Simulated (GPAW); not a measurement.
## BP: equation of state with PBEint

**The experiment to reproduce.**

From “Equation of state of single-crystal cubic boron phosphide”, 2014, arxiv:1407.1677, for a bulk crystal of BP at 300 K: bulk modulus 179 ± 1 GPa.

BP:

```xyz
2
Lattice="0.0000 2.2690 2.2690 2.2690 0.0000 2.2690 2.2690 2.2690 0.0000" Properties=species:S:1:pos:R:3 pbc="T T T"
P     3.4035    3.4035    3.4035
B     0.0000    0.0000    0.0000
```

```
Program             : GPAW 26.7.0
Task                : equation of state
Functional          : PBEint
Potentials or basis : PAW data sets generated in the run's folder for this functional
Cutoff              : 800 eV
Basis               : pw
k mesh              : 10 × 10 × 10
Occupations         : fermi-dirac, width 0.05 eV
Spin                : no spin polarisation
Maxiter             : 150
Eos scales          : [0.94, 0.96, 0.98, 1.0, 1.02, 1.04, 1.06]
```

The equilibrium volume is 11.65 Å³/atom, the bulk modulus is 167 GPa and the pressure derivative of the bulk modulus is 3.8.

Energy against volume, from the lowest point:
| volume (Å³/atom) | energy (meV/atom) |
| --- | --- |
| 10.981 | 22.32 |
| 11.214 | 9.20 |
| 11.448 | 1.94 |
| 11.682 | 0.00 |
| 11.915 | 2.90 |
| 12.149 | 10.19 |
| 12.383 | 21.45 |

Wall time 36 s on 1 thread of AMD EPYC 9R45 96-Core Processor (Zen 5) (shared host), peak memory 0.24 GiB.

Measured bulk modulus of BP: 179 GPa (300 K; “Equation of state of single-crystal cubic boron phosphide”, 2014, arxiv:1407.1677). This calculation gives 167 GPa (-6.7 %). 3 values of this kind are on record (173 to 179 GPa); this one was drawn at random among those near their median, those with a stated uncertainty first. The fit is for a static lattice scaled at fixed shape and fixed fractional positions.
